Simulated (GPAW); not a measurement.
Runs of GPAW 26.7.0 on TaS2. Symmetry: P-3m1, No. 164, trigonal system. Conventional cell: a = 3.350 Å, b = 3.350 Å, c = 5.860 Å, α = 90.00°, β = 90.00°, γ = 120.00°. Ta (site symmetry -3m) is surrounded by 6 S at 2.43 Å. S (site symmetry 3m) is surrounded by 3 Ta at 2.43 Å. 

```tsv
task	level	potentials or basis	spin	cell	k mesh	band path	band points	spin axis theta (degrees)	spin axis phi (degrees)	optimizer	gap on the mesh (eV)	pressure (GPa)	relaxed volume (Å³/atom)	largest force (eV/Å)
band structure	mBEEF	GPAW PAW data sets (gpaw-data 1.2.1), pw	SOC, no magnetisation	as given	7 × 7 × 4	GMKGALHA,LM,KH	60	90	45	-	-	(b)	-	0.60
relaxation of cell and atoms	LDA	the program's PAW data sets (release 1.2.1) made for this functional, pw	off	relaxed	7 × 7 × 4	-	-	-	-	LBFGS	none	0.1	17.76	0.01
relaxation of cell and atoms	BP86+D3	PAW data sets generated in the run's folder for this functional, pw	off	relaxed to 2 GPa	7 × 7 × 4	-	-	-	-	BFGS	none	2.0	-	-
relaxation of cell and atoms	revPBE+D3(BJ)	the program's PAW data sets (release 1.2.1) made for this functional, pw	off	relaxed	7 × 7 × 4	-	-	-	-	FIRE	none	0.0	17.66	0.01
band structure	SOGGA	PAW data sets generated in the run's folder for this functional, pw	SOC, no magnetisation	as given	7 × 7 × 4	GMKGALHA,LM,KH	80	90	0	-	-	4.4	-	(c)
relaxation of cell and atoms	BLYP+D3	PAW data sets generated in the run's folder for this functional, pw	off	relaxed	7 × 7 × 4	-	-	-	-	BFGS	none	0.2	(a)	0.02
relaxation of cell and atoms	PBEsol+D3(BJ)	PAW data sets generated in the run's folder for this functional, pw	off	relaxed	7 × 7 × 4	-	-	-	-	LBFGS	none	0.0	17.24	0.01
```

Alike in all rows: cutoff (eV) 600; smearing fermi-dirac 0.05 eV.

Problem. Estimate the missing entries.

Solution. (a) 19.89; (b) 6.6; (c) 1.00.

Caveats: later steps reuse the first step's grids (some runs); spin-orbit coupling was added after a scalar SCF, so levels and gaps hold it while energy, forces, pressure and moments don't (some runs); this program's spin-orbit splittings come out too wide for heavy elements (some runs); the PAW data sets were made with another functional, which shifts forces and pressure a little (some runs).

A k mesh can miss the band edges, and rows without SOC leave out spin-orbit coupling on Ta.

A gap of «none» marks a metal or a gap under the smearing width.

Runs at the PBE level aren't shown here.
